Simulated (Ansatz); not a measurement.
# Ge: the cost of one run

Method: DFT PBEsol, scalar-relativistic, in Ansatz 0.2.0.

**1. Starting point**

Symmetry: P6_3/mmc, No. 194, hexagonal system. The conventional cell has a = 3.998 Å, b = 3.998 Å, c = 6.599 Å, α = 90.00°, β = 90.00°, γ = 120.00°. Ge (site symmetry 3m) has 4 Ge at 2.45 to 2.47 Å as nearest neighbours.

As a file:

```
CELL_PARAMETERS angstrom
3.99759 0.00000 0.00000
-1.99879 3.46201 0.00000
0.00000 0.00000 6.59938
ATOMIC_POSITIONS crystal
Ge 0.66667 0.33333 0.06290
Ge 0.33333 0.66667 0.56290
Ge 0.66667 0.33333 0.43710
Ge 0.33333 0.66667 0.93710
```

Atoms are numbered in the order of the input: Ge1, Ge2, Ge3, Ge4.

**2. The deformed structure**

Space group P6_3/mmc before, P-1 after.

**3. All-electron LAPW**

Input file input.yaml:

```yaml
crystal:
  lattice:
    - [3.9975858431, 0.0199879292, 0.0199879292]
    - [-1.9814828671, 3.4520169294, 0.0073160899]
    - [0.0329968898, 0.0329968898, 6.59937795]
  atoms:
    - { symbol: Ge, position: [0.6666666667, 0.3333333333, 0.06290125] }
    - { symbol: Ge, position: [0.3333333333, 0.6666666667, 0.56290125] }
    - { symbol: Ge, position: [0.6666666667, 0.3333333333, 0.43709875] }
    - { symbol: Ge, position: [0.3333333333, 0.6666666667, 0.93709875] }
kpoints:
  mp_grid: { grid: [11, 11, 6] }
  band_path:
    path:
      - [0.0, 0.0, 0.0]
      - [0.0, -0.5, 0.0]
      - [0.0, 0.0, 0.5]
      - [0.0, 0.0, 0.0]
      - [-0.5, 0.0, 0.0]
      - [-0.5, 0.5, -0.5]
      - [0.0, 0.0, 0.0]
      - [-0.5, 0.0, -0.5]
      - [-0.5, 0.5, 0.0]
    npoints: 5
scf:
  occupations: { method: fermi_dirac, width: 0.05 }
hamiltonian:
  xc: pbesol
  pseudopotentials: { kind: all_electron, lapw: { basis_error: 0.001 } }
output:
  forces: true
  stress: true
  eigenvalues: true
```

Started as:

```
$ ansatz run input.yaml --threads 1 --pin off --max-ram 6144MiB --backend cpu --events-out ev --progress --plain --runs-dir out
```

**Question.** How long does this run take on 1 thread of Intel Xeon 6975P-C (Granite Rapids), shared host, and how much memory does it need?

About 4.2 min, with a peak of 2.6 GiB.
